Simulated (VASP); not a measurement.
# SiC (P6_3mc) in VASP: Born charges and dielectric tensor with PBE

Aim: the Born charges and dielectric tensor of SiC with PBE.

Program: VASP 6.6.1. These are calculated values, not measurements. Logs are shortened: lines on timing, memory, paths and dates and some standing lists are left out, and cuts for length are marked.

### Step 1. The crystal as given

The structure is hexagonal, space group P6_3mc (No. 186). The conventional cell has a = 3.091 Å, b = 3.091 Å, c = 5.072 Å, α = 90.00°, β = 90.00°, γ = 120.00°. Si (site symmetry 3m) has 4 C at 1.89 to 1.91 Å as nearest neighbours. C (site symmetry 3m) is surrounded by 4 Si at 1.89 to 1.91 Å.

### Step 2. Born charges and dielectric tensor, PBE

Contents of INCAR:

```
ALGO     = Normal         # electronic algorithm
EDIFF    = 1E-8           # SCF threshold, eV
ENCUT    = 700            # plane-wave cutoff, eV
GGA      = PE             # functional
IBRION   = 8              # ionic algorithm
ISIF     = 2              # what is computed and relaxed
ISMEAR   = 0              # smearing method
KPAR     = 4            
LASPH    = True           # aspherical terms in the spheres
LCHARG   = False          # write CHGCAR
LEPSILON = True           # dielectric tensor by DFPT
LREAL    = False          # projectors in reciprocal space
LWAVE    = False          # write WAVECAR
NELM     = 80             # most SCF steps
NSW      = 1              # ionic steps
PREC     = Accurate       # precision mode
SIGMA    = 0.02           # smearing width, eV
```

Contents of KPOINTS:

```
k-points
0
Gamma
  12 12 6
```

Contents of POSCAR:

```
SiC                                     
1.0
    3.0907834990      0.0000000000      0.0000000000
   -1.5453917495      2.6766970257      0.0000000000
    0.0000000000      0.0000000000      5.0724970036
  Si              C             
     2     2
Direct
     0.3333333300000021    0.6666666699999979    0.0045837645064211
     0.6666666699999979    0.3333333300000021    0.5045837645064211
     0.3333333300000021    0.6666666699999979    0.3804162354935769
     0.6666666699999979    0.3333333300000021    0.8804162354935769
```

Potentials or basis: VASP PAW PBE potentials, release 64 (Si, C).

Launch:

```
cat potpaw_PBE.64/Si/POTCAR potpaw_PBE.64/C/POTCAR > POTCAR
mpirun -np 4 vasp_std > vasp.out
```

OUTCAR:

```text
EDIFF = 1E-8
   ENCUT = 700
   GGA = PE
   IBRION = 8
   ISIF = 2
   ISMEAR = 0
   LASPH = True
   LEPSILON = True
   LREAL = False
   NELM = 80
   NSW = 1
   PREC = Accurate

 ion  position               nearest neighbor table
   1  0.333  0.667  0.005-   4 1.89   4 1.89   4 1.89   3 1.91   2 3.10   2 3.10   2 3.10   2 3.10
                             2 3.10   2 3.10
   2  0.667  0.333  0.505-   3 1.89   3 1.89   3 1.89   4 1.91   1 3.10   1 3.10   1 3.10   1 3.10
                             1 3.10   1 3.10
   3  0.333  0.667  0.380-   2 1.89   2 1.89   2 1.89   1 1.91
   4  0.667  0.333  0.880-   1 1.89   1 1.89   1 1.89   2 1.91

  LATTYP: Found a hexagonal cell.
 ALAT       =     3.0907834990
 C/A-ratio  =     1.6411686568

  Lattice vectors:

 A1 = (   3.0907834990,   0.0000000000,   0.0000000000)
 A2 = (  -1.5453917495,   2.6766970257,   0.0000000000)
 A3 = (   0.0000000000,   0.0000000000,   5.0724970036)

Analysis of symmetry for initial positions (statically):
=====================================================================
 Subroutine PRICEL returns:
 Original cell was already a primitive cell.

 Routine SETGRP: Setting up the symmetry group for a
 hexagonal supercell.

 Subroutine GETGRP returns: Found 12 space group operations
 (whereof  6 operations were pure point group operations)
 out of a pool of 24 trial point group operations.

The static configuration has the point symmetry C_3v.
 The point group associated with its full space group is C_6v.

Analysis of symmetry for dynamics (positions and initial velocities):
=====================================================================
 Subroutine PRICEL returns:
 Original cell was already a primitive cell.

 Routine SETGRP: Setting up the symmetry group for a
 hexagonal supercell.

 Subroutine GETGRP returns: Found 12 space group operations
 (whereof  6 operations were pure point group operations)
 out of a pool of 24 trial point group operations.

The dynamic configuration has the point symmetry C_3v.
 The point group associated with its full space group is C_6v.

 Subroutine INISYM returns: Found 12 space group operations
 (whereof  6 operations are pure point group operations),
 and found     1 'primitive' translations

----------------------------------------------------------------------------------------

                                     Primitive cell

  volume of cell :      41.9652

  direct lattice vectors                    reciprocal lattice vectors
     3.090783499  0.000000000  0.000000000     0.323542558  0.186797383  0.000000000
    -1.545391750  2.676697026  0.000000000     0.000000000  0.373594766  0.000000000
     0.000000000  0.000000000  5.072497004     0.000000000  0.000000000  0.197141565

  length of vectors
     3.090783499  3.090783497  5.072497004     0.373594766  0.373594766  0.197141565

  position of ions in fractional coordinates (direct lattice)
     0.333333330  0.666666670  0.004583765
     0.666666670  0.333333330  0.504583765
     0.333333330  0.666666670  0.380416235
     0.666666670  0.333333330  0.880416235

  ion indices of the primitive-cell ions
   primitive index   ion index
                 1           1
                 2           2
                 3           3
                 4           4

----------------------------------------------------------------------------------------

 KPOINTS: k-points

Automatic generation of k-mesh.
 Grid dimensions read from file:
 generate k-points for:   12   12    6

[... 525 lines left out ...]

------------------------ aborting loop because EDIFF is reached ----------------------------------------

--------------------------------------- Ionic step        3  -------------------------------------------

------------------------ aborting loop because EDIFF is reached ----------------------------------------

 PIEZOELECTRIC TENSOR FIELD DIRECTION 3  (e Angst)
 -----------------------------------------------------------------------------
     1.23556 -0.00000  0.00000           (  0.06239 -0.00000  0.00000)
    -0.00000  1.23556 -0.00000           ( -0.00000  0.06239 -0.00000)
     0.00000  0.00000 -2.14230           ( -0.00000  0.00000 -0.11985)

 PIEZOELECTRIC TENSOR FIELD DIRECTION 3  (C/m^2)
 -----------------------------------------------------------------------------
     0.47172 -0.00000  0.00000
    -0.00000  0.47172 -0.00000
     0.00000  0.00000 -0.81790

[... ionic steps 4 to 9 ...]

--------------------------------------- Ionic step       10  -------------------------------------------

------------------------ aborting loop because EDIFF is reached ----------------------------------------

[... ionic steps 11 to 11 ...]

--------------------------------------- Ionic step       12  -------------------------------------------

 Free energy of the ion-electron system (eV)
  ---------------------------------------------------
  ---------------------------------------------------
  free energy    TOTEN  =        -0.13530399 eV

  energy without entropy =       -0.13530399

------------------------ aborting loop because EDIFF is reached ----------------------------------------

 INTERNAL STRAIN TENSOR  FOR ION    3  DIRECTION 3   (eV/Angst):
 -----------------------------------------------------------------------------
     4.67291  0.00000  0.00000
     0.00000  4.67291  0.00000
     0.00000  0.00000 -8.81299

 MACROSCOPIC STATIC DIELECTRIC TENSOR (including local field effects in DFT)
 ------------------------------------------------------
           6.955559     0.000000    -0.000000
           0.000000     6.955559     0.000000
           0.000000     0.000000     7.320421
 ------------------------------------------------------

 PIEZOELECTRIC TENSOR (including local field effects)  for field in x, y, z        (e  Angst)
          XX          YY          ZZ          XY          YZ          ZX
  --------------------------------------------------------------------------------
  x     0.00000    -0.00000     0.00000    -0.00000     0.00000     1.53516
  y    -0.00000     0.00000    -0.00000     0.00000     1.53516     0.00000
  z     1.23556     1.23556    -2.14230     0.00000     0.00000     0.00000

 PIEZOELECTRIC TENSOR (including local field effects)  for field in x, y, z        (C/m^2)
          XX          YY          ZZ          XY          YZ          ZX
  --------------------------------------------------------------------------------
  x     0.00000    -0.00000     0.00000    -0.00000     0.00000     0.58610
  y    -0.00000     0.00000    -0.00000     0.00000     0.58610     0.00000
  z     0.47172     0.47172    -0.81790     0.00000     0.00000     0.00000

 BORN EFFECTIVE CHARGES (including local field effects) (in |e|, cummulative output)
 ---------------------------------------------------------------------------------
 ion    1
    1     2.64652     0.00000    -0.00000
    2    -0.00000     2.64652     0.00000
    3     0.00000     0.00000     2.84543
 ion    2
    1     2.64652     0.00000     0.00000
    2    -0.00000     2.64652     0.00000
    3    -0.00000     0.00000     2.84543
 ion    3
    1    -2.64652     0.00000    -0.00000
    2     0.00000    -2.64652     0.00000
    3     0.00000     0.00000    -2.84543
 ion    4
    1    -2.64652     0.00000    -0.00000
    2     0.00000    -2.64652     0.00000
    3     0.00000     0.00000    -2.84543

 INTERNAL STRAIN TENSOR FOR ION    4 for displacements in x,y,z  (eV/Angst):
          X           Y           Z          XY          YZ          ZX
  --------------------------------------------------------------------------------
  x     0.00000    -0.00000    -0.00000     8.89647    -0.00000     5.30888
  y     8.89647    -8.89647     0.00000     0.00000     5.49981     0.00000
  z     4.67291     4.67291    -8.81299     0.00000    -0.00000     0.00000

 SECOND DERIVATIVES (NOT SYMMETRIZED)
 ------------------------------------
               1X          1Y          1Z          2X          2Y          2Z          3X          3Y          3Z          4X          4Y          4Z
  1X   -19.418399    0.000000   -0.000000    0.621600   -0.000000    0.000000    2.158416    0.000000   -0.000000   16.638383    0.000000   -0.000000
  1Y     0.000000  -19.418399    0.000000    0.000000    0.621600   -0.000000   -0.000000    2.158416    0.000000   -0.000000   16.638383    0.000000
  1Z     0.000000    0.000000  -26.380396    0.000000   -0.000000    8.951161    0.000000   -0.000000    8.436813   -0.000000    0.000000    8.992423
  2X     0.621600   -0.000000   -0.000000  -19.418399   -0.000000    0.000000   16.638383    0.000000    0.000000    2.158416    0.000000    0.000000
  2Y     0.000000    0.621600    0.000000    0.000000  -19.418399   -0.000000    0.000000   16.638383    0.000000   -0.000000    2.158416   -0.000000
  2Z     0.000000    0.000000    8.951161    0.000000    0.000000  -26.380396    0.000000    0.000000    8.992423   -0.000000    0.000000    8.436813
  3X     2.159609   -0.000000    0.000000   16.640145    0.000000    0.000000  -18.795856    0.000000   -0.000000   -0.003899    0.000000    0.000000
  3Y     0.000000    2.159609    0.000000   -0.000000   16.640145    0.000000    0.000000  -18.795856   -0.000000    0.000000   -0.003899    0.000000
  3Z     0.000000    0.000000    8.385982    0.000000    0.000000    9.037804    0.000000    0.000000  -23.432063    0.000000    0.000000    6.008277
  4X    16.640145    0.000000   -0.000000    2.159609    0.000000    0.000000   -0.003899    0.000000    0.000000  -18.795856    0.000000   -0.000000
  4Y    -0.000000   16.640145    0.000000    0.000000    2.159609   -0.000000    0.000000   -0.003899    0.000000    0.000000  -18.795856    0.000000
  4Z     0.000000   -0.000000    9.037804   -0.000000   -0.000000    8.385982    0.000000    0.000000    6.008277    0.000000   -0.000000  -23.432063

 Eigenvectors and eigenvalues of the dynamical matrix
 ----------------------------------------------------

   1 f  =   24.480073 THz   153.812834 2PiTHz  816.567333 cm-1   101.241401 meV
             X         Y         Z           dx          dy          dz
     -0.000000  1.784465  0.023251    -0.000000   -0.000000   -0.019459
      1.545392  0.892232  2.559500    -0.000000   -0.000000    0.019459
     -0.000000  1.784465  1.929660     0.000000    0.000000   -0.706839
      1.545392  0.892232  4.465909     0.000000    0.000000    0.706839
[... 71 lines left out ...]
  12 f/i=    0.001611 THz     0.010125 2PiTHz    0.053753 cm-1     0.006665 meV
             X         Y         Z           dx          dy          dz
     -0.000000  1.784465  0.023251     0.000000   -0.000000   -0.591768
      1.545392  0.892232  2.559500     0.000000   -0.000000   -0.591768
     -0.000000  1.784465  1.929660     0.000000   -0.000000   -0.387054
      1.545392  0.892232  4.465909     0.000000   -0.000000   -0.387054

--------------------------------------------------------------------------------------------------------

 MACROSCOPIC STATIC DIELECTRIC TENSOR IONIC CONTRIBUTION
 ------------------------------------------------------
           3.213202    -0.000000     0.000000
          -0.000000     3.213202    -0.000000
           0.000000    -0.000000     4.006751
 ------------------------------------------------------

 ELASTIC MODULI CONTR FROM IONIC RELAXATION (kBar)
 Direction    XX          YY          ZZ          XY          YZ          ZX
 --------------------------------------------------------------------------------
 XX        -417.7555    226.1935    180.6556     -0.0000     -0.0000     -0.0000
 YY         226.1935   -417.7555    180.6556     -0.0000      0.0000      0.0000
 ZZ         180.6556    180.6556   -340.7405      0.0000     -0.0000      0.0000
 XY          -0.0000     -0.0000      0.0000   -321.9745      0.0000     -0.0000
 YZ          -0.0000      0.0000     -0.0000      0.0000   -106.1818      0.0000
 ZX          -0.0000      0.0000      0.0000      0.0000      0.0000   -113.9553
 --------------------------------------------------------------------------------

 PIEZOELECTRIC TENSOR IONIC CONTR  for field in x, y, z        (C/m^2)
          XX          YY          ZZ          XY          YZ          ZX
  --------------------------------------------------------------------------------
  x    -0.00000     0.00000     0.00000     0.00000     0.00000    -0.56939
  y    -0.00000     0.00000    -0.00000     0.00000    -0.54962     0.00000
  z    -0.58292    -0.58292     1.09946    -0.00000     0.00000    -0.00000
```

It took 6.1 min on 4 MPI ranks of Intel Xeon Platinum 8375C at 2.90GHz (Ice Lake), shared host; peak memory 0.83 GiB.

What came out:

* Band gap on the k mesh: 2.30 eV, indirect (least direct gap 3.95 eV)
* Electronic dielectric tensor (diagonal): 6.96, 6.96, 7.32
* Born charges (mean of the diagonal): Si +2.71; C -2.71 e
* Highest phonon frequency at Γ, LO-TO splitting left out: 817 cm⁻¹

Phonon frequencies in cm⁻¹ (negative: imaginary):
```
              q point                                frequencies
(0.000, 0.000, 0.000)  0 0 0 257 257 585 744 744 750 780 780 817
```

Electronic dielectric tensor:
```
6.96 0.00 0.00
0.00 6.96 0.00
0.00 0.00 7.32
```

Born effective charge tensors (e):
atom 1, Si
```
2.65 0.00 0.00
0.00 2.65 0.00
0.00 0.00 2.85
```
atom 2, Si
```
2.65 0.00 0.00
0.00 2.65 0.00
0.00 0.00 2.85
```
atom 3, C
```
-2.65  0.00  0.00
 0.00 -2.65  0.00
 0.00  0.00 -2.85
```
atom 4, C
```
-2.65  0.00  0.00
 0.00 -2.65  0.00
 0.00  0.00 -2.85
```
